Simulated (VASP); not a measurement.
## MoS2: electron localisation function with PBE

MoS2, a slab with vacuum:

```
CELL_PARAMETERS angstrom
3.18454 0.00000 0.00000
-1.59227 2.75789 0.00000
0.00000 0.00000 21.67053
ATOMIC_POSITIONS crystal
Mo 0.33333 0.66667 0.85116
Mo 0.66667 0.33333 0.14884
S 0.66667 0.33333 0.77963
S 0.33333 0.66667 0.07725
S 0.66667 0.33333 0.92275
S 0.33333 0.66667 0.22037
```

```yaml
Program: VASP 6.6.1
Task: electron localisation function
Functional: PBE
Potentials_or_basis: VASP PAW PBE potentials, release 64 (Mo_sv, S)
Cutoff: 520 eV
k_mesh: 10 × 10 × 2
Occupations: gaussian, width 0.02 eV
Spin: no spin polarisation
Further_INCAR_settings: ALGO = Fast; EDIFF = 1e-07
```

The largest force is 0.221 eV/Å and the band gap on the k mesh is 1.40 eV, indirect (least direct gap 1.89 eV).

Forces in eV/Å, atoms in the order of the input:
```
Mo   0.000  0.000  0.001
Mo   0.000  0.000 -0.001
S    0.000  0.000 -0.221
S    0.000  0.000 -0.161
S    0.000  0.000  0.161
S    0.000  0.000  0.221
```

Levels at points of the mesh, in eV from the valence-band top:
| k point | band 22 | band 23 | band 24 | band 25 | band 26 | band 27 | band 28 | band 29 | band 30 | band 31 |
| --- | --- | --- | --- | --- | --- | --- | --- | --- | --- | --- |
| (0.00, 0.00, 0.00) | -1.91 | -1.91 | -1.71 | -0.48 | 0.00 | 2.39 | 2.40 | 2.47 | 2.57 | 2.66 |
| (0.50, 0.00, 0.00) | -2.19 | -1.41 | -1.36 | -1.02 | -0.99 | 1.86 | 1.87 | 2.35 | 2.43 | 3.38 |
| (0.00, 0.00, 0.50) | -1.91 | -1.91 | -1.71 | -0.48 | 0.00 | 2.39 | 2.40 | 2.45 | 2.58 | 2.68 |
| (0.50, 0.00, 0.50) | -2.19 | -1.41 | -1.36 | -1.02 | -0.99 | 1.86 | 1.87 | 2.35 | 2.43 | 3.48 |

Run time: 2.1 min on 1 thread of Intel(R) Xeon(R) 6975P-C (Granite Rapids), with other jobs on the host, peak memory 0.37 GiB.

A hybrid or GW would open this gap; PBE tends to underestimate it.
